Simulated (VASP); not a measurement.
A run of VASP 6.6.1 is set up as follows.

Contents of INCAR:

```
SYSTEM = Te2Mo
PREC = Accurate ; ENCUT = 520
EDIFF = 1E-6 ; ISMEAR = 0
SIGMA = 0.014 ; LREAL = .FALSE.
LASPH = .TRUE. ; NELM = 60
ALGO = Normal ; ISIF = 2
LWAVE = .FALSE. ; LCHARG = .FALSE.
GGA = PE ; NBANDS = 35
```

Contents of KPOINTS:

```
Automatic mesh
0
G
  9 9 2
  0 0 0
```

Contents of POSCAR:

```
Te2Mo
1.0
    3.5182000000      0.0000000000      0.0000000000
   -1.7591000000      3.0468505756      0.0000000000
    0.0000000000      0.0000000000     13.9736000000
Te Mo
4 2
Direct
    0.6666666667      0.3333333333      0.3790000000
    0.3333333333      0.6666666667      0.8790000000
    0.6666666667      0.3333333333      0.1210000000
    0.3333333333      0.6666666667      0.6210000000
    0.6666666667      0.3333333333      0.7500000000
    0.3333333333      0.6666666667      0.2500000000
```

Potentials or basis: VASP PAW PBE potentials, release 64 (Te, Mo_sv).

The run is started by

```bash
$ cat potpaw_PBE.64/Te/POTCAR potpaw_PBE.64/Mo_sv/POTCAR > POTCAR
$ mpirun -np 1 vasp_std > vasp.out
```

Question: What does it give for the band gap on the k mesh?

Answer: 0.78 eV, indirect (least direct gap 1.04 eV).

Question: Predict the pressure.

Answer: 2.9 GPa.

Question: Estimate the largest force.

Answer: 0.189 eV/Å.

Forces in eV/Å, atoms in the order of the input:
```
Te   0.000  0.000  0.189
Te   0.000  0.000  0.189
Te   0.000  0.000 -0.189
Te   0.000  0.000 -0.189
Mo   0.000  0.000  0.000
Mo   0.000  0.000  0.000
```

Caveat: spin-orbit coupling is left out, which moves the levels of the heavy elements; an odd mesh through Γ misses points on the zone boundary, where band edges often lie; this functional lacks dispersion, which binds the layers, so the pressure and a relaxed spacing across them are unreliable.

The gap isn't set beside the measured one, since this odd mesh misses points on the zone boundary.
